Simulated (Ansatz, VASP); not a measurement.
# One calculation of Pt, two programs

```
Pt
1.0
    -1.63175    1.63175    1.60798
     1.63175   -1.63175    1.60798
     1.63175    1.63175   -1.60798
Pt
1
Direct
  0.00000 0.00000 0.00000
```

Change from the starting cell: strain +0.030 along x and y, +0.015 along z, atoms carried along.

Alike in both runs: task single point; functional PBEsol; k mesh 22 × 22 × 22; occupations gaussian, width 0.15 eV; no spin polarisation.

```csv
,VASP,Ansatz
version,VASP 6.6.1,Ansatz 0.2.0
potentials or method,"VASP PAW PBE potentials, release 64 (Pt)","scalar-relativistic, plane waves, PAW"
plane-wave cutoff (eV),520,420
valence electrons in the cell,10,18
```

Ansatz gave:

* gap on the k mesh at the Fermi level (eV): none
* pressure (GPa): -23.8
* largest component of the traceless stress (GPa): 0.79

Q: Estimate VASP's values.

A: gap on the k mesh at the Fermi level (eV): none; pressure (GPa): -24.0; largest component of the traceless stress (GPa): 0.79.

A gap of «none» marks a metal or a gap that the smearing closes. The functional is the same, so the differences come from potentials, cutoffs and numerics. The two sets of potentials don't hold the same shells in valence.

Caveats: so large a pressure means that the cell lies far from this level's equilibrium, or that cutoff or potentials fall short (VASP); the potentials were made for another functional, which shifts forces and pressure (VASP). Spin-orbit coupling is left out, which matters for the levels of Pt.
